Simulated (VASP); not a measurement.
# W (Im-3m) in VASP: a series of runs

Runs on W. Level: PBE. Tasks: relaxation of cell and atoms.

Program: VASP 6.6.1. These are calculated values, not measurements. Logs are shortened: lines on timing, memory, paths and dates and some standing lists are left out, and cuts for length are marked.

### Step 1. Starting point

It takes space group Im-3m (No. 229, cubic). The conventional cell has a = 3.165 Å, b = 3.165 Å, c = 3.165 Å, α = 90.00°, β = 90.00°, γ = 90.00°. Around W (site symmetry m-3m) lie 8 W at 2.74 Å.

### Step 2. Relaxation of cell and atoms, PBE

Contents of INCAR:

```
SYSTEM = W
PREC = Accurate
ENCUT = 520
EDIFF = 1E-7
ISMEAR = 0
SIGMA = 0.1
LREAL = .FALSE.
LASPH = .TRUE.
NELM = 60
ALGO = Normal
ISIF = 3
LWAVE = .FALSE.
LCHARG = .FALSE.
GGA = PE
IBRION = 2
NSW = 80
EDIFFG = -0.002
AMIX = 0.2
```

Contents of KPOINTS:

```
regular mesh
0
G
  18 18 18
  0 0 0
```

Contents of POSCAR:

```
W
1.0
   -1.5823450000      1.5823450000      1.5823450000
    1.5823450000     -1.5823450000      1.5823450000
    1.5823450000      1.5823450000     -1.5823450000
W
1
Direct
    0.0000000000      0.0000000000      0.0000000000
```

Potentials or basis: VASP PAW PBE potentials, release 64 (W_sv).

On the command line:

```sh
$ cat potpaw_PBE.64/W_sv/POTCAR > POTCAR
$ mpirun -np 1 vasp_std > vasp.out
```

OUTCAR:

```text
SYSTEM = W
   PREC = Accurate
   ENCUT = 520
   EDIFF = 1E-7
   ISMEAR = 0
   LREAL = .FALSE.
   LASPH = .TRUE.
   NELM = 60
   ISIF = 3
   GGA = PE
   IBRION = 2
   NSW = 80
   EDIFFG = -0.002
   AMIX = 0.2

 ion  position               nearest neighbor table
   1  0.000  0.000  0.000-

  LATTYP: Found a body centered cubic cell.
 ALAT       =     3.1646900000

  Lattice vectors:

 A1 = (  -1.5823450000,   1.5823450000,   1.5823450000)
 A2 = (   1.5823450000,  -1.5823450000,   1.5823450000)
 A3 = (   1.5823450000,   1.5823450000,  -1.5823450000)

Analysis of symmetry for initial positions (statically):
=====================================================================
 Subroutine PRICEL returns:
 Original cell was already a primitive cell.

 Routine SETGRP: Setting up the symmetry group for a
 body centered cubic supercell.

 Subroutine GETGRP returns: Found 48 space group operations
 (whereof 48 operations were pure point group operations)
 out of a pool of 48 trial point group operations.

The static configuration has the point symmetry O_h .

Analysis of symmetry for dynamics (positions and initial velocities):
=====================================================================
 Subroutine PRICEL returns:
 Original cell was already a primitive cell.

 Routine SETGRP: Setting up the symmetry group for a
 body centered cubic supercell.

 Subroutine GETGRP returns: Found 48 space group operations
 (whereof 48 operations were pure point group operations)
 out of a pool of 48 trial point group operations.

The dynamic configuration has the point symmetry O_h .

 Subroutine INISYM returns: Found 48 space group operations
 (whereof 48 operations are pure point group operations),
 and found     1 'primitive' translations

----------------------------------------------------------------------------------------

                                     Primitive cell

  volume of cell :      15.8476

  direct lattice vectors                    reciprocal lattice vectors
    -1.582345000  1.582345000  1.582345000     0.000000000  0.315986716  0.315986716
     1.582345000 -1.582345000  1.582345000     0.315986716  0.000000000  0.315986716
     1.582345000  1.582345000 -1.582345000     0.315986716  0.315986716  0.000000000

  length of vectors
     2.740701935  2.740701935  2.740701935     0.446872699  0.446872699  0.446872699

  position of ions in fractional coordinates (direct lattice)
     0.000000000  0.000000000  0.000000000

  ion indices of the primitive-cell ions
   primitive index   ion index
                 1           1

----------------------------------------------------------------------------------------

 KPOINTS: regular mesh

Automatic generation of k-mesh.
 Grid dimensions read from file:
 generate k-points for:   18   18   18

 Generating k-lattice:

  Cartesian coordinates                     Fractional coordinates (reciprocal lattice)
     0.000000000  0.017554818  0.017554818     0.055555556  0.000000000  0.000000000
     0.017554818  0.000000000  0.017554818     0.000000000  0.055555556  0.000000000
     0.017554818  0.017554818  0.000000000     0.000000000  0.000000000  0.055555556

  Length of vectors
     0.024826261  0.024826261  0.024826261

  Shift w.r.t. Gamma in fractional coordinates (k-lattice)
     0.000000000  0.000000000  0.000000000

 Subroutine IBZKPT returns following result:
 ===========================================

 Found    195 irreducible k-points:

 Following reciprocal coordinates:
            Coordinates               Weight
  0.000000  0.000000  0.000000      1.000000
  0.055556  0.000000  0.000000     12.000000
  0.111111  0.000000  0.000000     12.000000
  0.166667  0.000000  0.000000     12.000000
  0.222222  0.000000  0.000000     12.000000
  0.277778  0.000000  0.000000     12.000000
[... 16 lines left out ...]
  0.333333  0.111111 -0.000000     48.000000
  0.388889  0.111111  0.000000     48.000000
 [... further k-points ...]
   k-points           NKPTS =    195   k-points in BZ     NKDIM =    195   number of bands    NBANDS=     11
   number of dos      NEDOS =    301   number of ions     NIONS =      1
   total plane-waves  NPLWV =   8000
   dimension x,y,z NGX =    20 NGY =   20 NGZ =   20
   dimension x,y,z NGXF=    40 NGYF=   40 NGZF=   40
   ions per type =               1
   NGX,Y,Z   is equivalent  to a cutoff of  12.13, 12.13, 12.13 a.u.
   NGXF,Y,Z  is equivalent  to a cutoff of  24.26, 24.26, 24.26 a.u.
 SYSTEM =  W
   PREC   = accura    normal or accurate (medium, high low for compatibility)
   ISTART =      0    job   : 0-new  1-cont  2-samecut
   ICHARG =      2    charge: 1-file 2-atom 10-const
   ISPIN  =      1    spin polarized calculation?
   LNONCOLLINEAR =      F non collinear calculations
   LSORBIT =      F    spin-orbit coupling
   LASPH  =      T    aspherical Exc in radial PAW
   ENCUT  =  520.0 eV  38.22 Ry    6.18 a.u.   5.10  5.10  5.10*2*pi/ulx,y,z
   NELM   =     60;   NELMIN=  2; NELMDL= -5     # of ELM steps
   EDIFF  = 0.1E-06   stopping-criterion for ELM
   LREAL  =      F    real-space projection
   EDIFFG = -.2E-02   stopping-criterion for IOM
   NSW    =     80    number of steps for IOM
   IBRION =      2    ionic relax: 0-MD 1-quasi-New 2-CG
   NFREE  =      1    steps in history (QN), initial steepest desc. (CG)
   ISIF   =      3    stress and relaxation
   ISYM   =      2    0-nonsym 1-usesym 2-fastsym
   POTIM  = 0.5000    time-step for ionic-motion
   TEBEG  =    0.0;   TEEND  =   0.0 temperature during run
   PSTRESS=    0.0 pullay stress
   NELECT =      14.0000    total number of electrons
   NUPDOWN=      -1.0000    fix difference up-down
   EMIN   =  10.00;   EMAX   =-10.00  energy-range for DOS
   EFERMI =   0.00;   METHOD = LEGACY
   ISMEAR =     0;   SIGMA  =   0.10  broadening in eV -4-tet -1-fermi 0-gaus
   EFERMI_NEDOS =   21; number of points for ismear=-14 and -15
   IALGO  =     38    algorithm
   IMIX   =      4    mixing-type and parameters
     AMIX     =   0.20;   BMIX     =  1.00
     AMIX_MAG =   0.80;   BMIX_MAG =  1.00
  volume/ion in A,a.u.               =      15.85       106.94
  Fermi-wavevector in a.u.,A,eV,Ry     =   1.570832  2.968442 33.572544  2.467512
  Thomas-Fermi vector in A             =   2.672506
   LORBIT       =      0    0 simple, 1 ext, 2 COOP (PROOUT), +10 PAW based schemes
   GGA     = PE    functional components
   LHFCALC =     F    Hartree Fock is set to
   AEXX    =    0.0000 exact exchange contribution
   IVDW    =     0    specifies the selected vdW correction
   LEPSILON=     F    determine dielectric tensor
   LRPA    =     F    only Hartree local field effects (RPA)
 conjugate gradient relaxation of ions
 non-spin polarized calculation
 Gauss-broadening in eV      SIGMA  =   0.10
  energy-cutoff  :      520.00
  volume of cell :       15.85
 maximum number of plane-waves:       440
   NGX = 11   NGY = 11   NGZ = 11

--------------------------------------- Ionic step        1  -------------------------------------------

 number of electron      14.0000004 magnetization

 Free energy of the ion-electron system (eV)
  ---------------------------------------------------
  ext. energy  EPLUGINS =         0.00000000
  ---------------------------------------------------
  free energy    TOTEN  =       -12.94507089 eV

  energy without entropy =      -12.94160198  energy(sigma->0) =      -12.94333643

------------------------ aborting loop because EDIFF is reached ----------------------------------------

  FORCE on cell =-STRESS in cart. coord.  units (eV):
  Direction    XX          YY          ZZ          XY          YZ          ZX
  --------------------------------------------------------------------------------------
  -------------------------------------------------------------------------------------
  Total        0.6159649      0.6159649      0.6159649     -0.0000000     -0.0000000      0.0000000
  in kB       62.2734612     62.2734612     62.2734612     -0.0000000     -0.0000000      0.0000000
  external PRESSURE =      62.2734612 kB  Pullay stress =       0.0000000 kB
[... 90 lines left out ...]
  energy  without entropy=      -12.9474046631  energy(sigma->0) =      -12.94919756

--------------------------------------- Ionic step        4  -------------------------------------------

 number of electron      14.0000000 magnetization

 Free energy of the ion-electron system (eV)
  ---------------------------------------------------
  ext. energy  EPLUGINS =         0.00000000
  ---------------------------------------------------
  free energy    TOTEN  =       -12.95099594 eV

  energy without entropy =      -12.94741371  energy(sigma->0) =      -12.94920482

 E-fermi :  11.1663     XC(G=0): -13.5316

 val. band max:       11.1621737278   @ k =  -0.2778   0.3333   0.2222
 cond. band min:      11.1785800227   @ k =   0.5000   0.5000   0.2222
 fundamental gap:      0.0164062949
 Fermi energy:        11.1663435825

 k-point     1 :       0.0000    0.0000    0.0000
  band No.  band energies     occupation
      1     -63.0365      2.00000
      2     -26.6264      2.00000
      3     -26.6264      2.00000
      4     -26.6264      2.00000
      5       1.6368      2.00000
      6       9.9727      2.00000
      7       9.9727      2.00000
      8       9.9727      2.00000
      9      13.3857      0.00000
     10      13.3857      0.00000
     11      25.6401      0.00000
[... 309 lines left out ...]
 k-point    24 :       0.3889    0.1111    0.0000
  band No.  band energies     occupation
      1     -62.9132      2.00000
      2     -27.7603      2.00000
      3     -27.0531      2.00000
      4     -26.6860      2.00000
      5       5.4423      2.00000
      6       7.8400      2.00000
      7      10.5520      2.00000
      8      13.1514      0.00000
      9      14.4425      0.00000
     10      17.4293      0.00000
     11      21.8205      0.00000

 [... further k-points ...]

------------------------ aborting loop because EDIFF is reached ----------------------------------------

  FORCE on cell =-STRESS in cart. coord.  units (eV):
  Direction    XX          YY          ZZ          XY          YZ          ZX
  --------------------------------------------------------------------------------------
  -------------------------------------------------------------------------------------
  Total       -0.0007183     -0.0007183     -0.0007183     -0.0000000      0.0000000     -0.0000000
  in kB       -0.0712180     -0.0712180     -0.0712180     -0.0000000      0.0000000     -0.0000000
  external PRESSURE =      -0.0712180 kB  Pullay stress =       0.0000000 kB
[... 16 lines left out ...]
  FREE ENERGIE OF THE ION-ELECTRON SYSTEM (eV)
  ---------------------------------------------------
  free  energy   TOTEN  =       -12.9509959385 eV

  energy  without entropy=      -12.9474137064  energy(sigma->0) =      -12.94920482

 reached required accuracy - stopping structural energy minimisation
```

Wall time 53 s (1 thread of Intel Xeon Platinum 8488C (Sapphire Rapids), shared host); peak memory 0.16 GiB.

What came out:

* Free energy: -12.9510 eV
* Relaxed volume: 16.16 Å³/atom
* Relaxed cell: a = 2.759 Å, b = 2.759 Å, c = 2.759 Å, α = 109.47°, β = 109.47°, γ = 109.47°
* Space group after relaxing (to 0.05 Å): Im-3m (No. 229)
* Energy gained by relaxing: 5.9 meV/atom
* Ionic steps: 4
* Pressure after relaxing: 0.0 GPa
* Band gap on the k mesh: none (metal or under the smearing width)

Step by step:
```csv
step,energy change (eV),largest force (eV/Å),pressure (GPa),volume (Å³)
1,0.0000,0.0000,6.23,15.85
2,0.0626,0.0000,-18.01,17.30
3,-0.0059,0.0000,-0.17,16.17
4,-0.0059,0.0000,-0.01,16.16
```

Final structure:
```
CELL_PARAMETERS angstrom
-1.59264 1.59264 1.59264
1.59264 -1.59264 1.59264
1.59264 1.59264 -1.59264
ATOMIC_POSITIONS crystal
W 0.00000 0.00000 0.00000
```

Levels at points of the mesh, in eV from the Fermi level:
| k point | band 4 | band 5 | band 6 | band 7 | band 8 | band 9 | band 10 | band 11 |
| --- | --- | --- | --- | --- | --- | --- | --- | --- |
| (0.00, 0.00, 0.00) | -37.79 | -9.53 | -1.19 | -1.19 | -1.19 | 2.22 | 2.22 | 14.47 |
| (0.50, 0.00, 0.00) | -37.80 | -6.15 | -3.47 | 0.61 | 2.10 | 3.06 | 5.99 | 10.78 |
| (0.50, 0.50, 0.50) | -38.64 | -5.68 | -5.68 | 5.03 | 5.03 | 5.03 | 8.09 | 8.09 |

The run has no spin-orbit coupling, so splittings on W are missing. PBE usually gives volumes a little too large and moduli too small.

### Step 3. Relaxation of cell and atoms, PBE

This run uses another cell than the first one, of 16.16 Å³/atom, 1.020 times its volume.

INCAR is that of step 2.

KPOINTS is that of step 2.

Contents of POSCAR:

```
W                                       
1.0
   -1.5926437674      1.5926437674      1.5926437674
    1.5926437674     -1.5926437674      1.5926437674
    1.5926437674      1.5926437674     -1.5926437674
  W             
     1
Direct
     0.0000000000000000    0.0000000000000000    0.0000000000000000
```

Potentials or basis: VASP PAW PBE potentials, release 64 (W_sv).

On the command line:

```sh
$ cat potpaw_PBE.64/W_sv/POTCAR > POTCAR
$ mpirun -np 1 vasp_std > vasp.out
```

It took 20 s on 1 thread of Intel Xeon Platinum 8488C (Sapphire Rapids), shared host; peak memory 0.17 GiB.

It converged, with:

```
Free energy             : -12.9512 eV
Pressure after relaxing : 0.0 GPa
Band gap on the k mesh  : none (metal or under the smearing width)
```

Final structure:
```
CELL_PARAMETERS angstrom
-1.59264 1.59264 1.59264
1.59264 -1.59264 1.59264
1.59264 1.59264 -1.59264
ATOMIC_POSITIONS crystal
W 0.00000 0.00000 0.00000
```

Levels at points of the mesh, in eV from the Fermi level:
```tsv
k point	band 3	band 4	band 5	band 6	band 7	band 8	band 9	band 10	band 11
(0.00, 0.00, 0.00)	-37.79	-37.79	-9.53	-1.19	-1.19	-1.19	2.22	2.22	14.47
(0.50, 0.00, 0.00)	-38.19	-37.80	-6.15	-3.47	0.61	2.10	3.06	5.99	10.78
(0.50, 0.50, 0.50)	-38.64	-38.64	-5.68	-5.68	5.03	5.03	5.03	8.09	8.09
```

Caveat: the relaxation stopped at its first step, so nothing moved. The run has no spin-orbit coupling, so splittings on W are missing.
